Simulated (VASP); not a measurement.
Wanted: the native input for a VASP 6.6.1 run.

```
Task                   : relaxation of cell and atoms
Functional             : LDA
Potentials or basis    : VASP PAW LDA potentials, release 64 (Mo_sv, S)
Cutoff                 : 600 eV
k mesh                 : 12 × 12 × 3
Occupations            : gaussian, width 0.03 eV
Spin                   : no spin polarisation
Target pressure        : 5.6 GPa
Further INCAR settings : ALGO = Normal; EDIFF = 1e-07; IBRION = 2; EDIFFG = -0.005; NSW = 90; ISIF = 3
Target pressure        : 5.6 GPa
```

The structure of MoS2 lies in POSCAR:

```
MoS2                                    
1.0
    3.0822858329     -0.0000000000      0.0000000000
   -1.5411429165      2.6693378331      0.0000000000
    0.0000000000      0.0000000000     11.4641858852
  Mo              S             
     2     4
Direct
     0.3333333332999970    0.6666666667000030    0.2500000000000000
     0.6666666667000030    0.3333333332999970    0.7500000000000000
     0.3333333332999970    0.6666666667000030    0.6139852817107406
     0.6666666667000030    0.3333333332999970    0.1139852817107403
     0.3333333332999970    0.6666666667000030    0.8860147182892594
     0.6666666667000030    0.3333333332999970    0.3860147182892598
```

These files were run (other wordings do the same):

INCAR

```
SYSTEM = MoS2
  PREC = Accurate
  ENCUT = 600
  EDIFF = 1E-7
  ISMEAR = 0
  SIGMA = 0.03
  LREAL = .False.
  LASPH = .True.
  NELM = 80
  ALGO = Normal
  ISIF = 3
  LWAVE = .False.
  LCHARG = .False.
  GGA = CA
  IBRION = 2
  NSW = 90
  EDIFFG = -0.005
  PSTRESS = 56.0
  KPAR = 2
```

KPOINTS

```
Automatic mesh
0
Gamma
  12 12 3
  0 0 0
```

Potentials or basis: VASP PAW LDA potentials, release 64 (Mo_sv, S).

Launch:

```sh
$ cat potpaw_LDA.64/Mo_sv/POTCAR potpaw_LDA.64/S/POTCAR > POTCAR
$ mpirun -np 2 vasp_std > vasp.out
```

It gave:

| Item | Value |
| --- | --- |
| Relaxed volume | 15.72 Å³/atom |
| Relaxed cell | a = 3.082 Å, b = 3.082 Å, c = 11.463 Å, α = 90.00°, β = 90.00°, γ = 120.00° |
| Space group after relaxing (to 0.05 Å) | P6_3/mmc (No. 194) |
| Energy change on relaxing (the enthalpy is what falls) | +0.1 meV/atom |
| Ionic steps | 3 |
| Pressure after relaxing | 5.6 GPa |
| Band gap on the k mesh | 0.39 eV, indirect (least direct gap 1.85 eV) |

Caveat: the cell is relaxed towards a set pressure, so the enthalpy falls and the energy may rise; an odd mesh through Γ misses points on the zone boundary, where band edges often lie.

Run time: 2.7 min on 2 MPI ranks on Intel(R) Xeon(R) 6975P-C (Granite Rapids), with other jobs on the host, peak memory 0.27 GiB a rank.
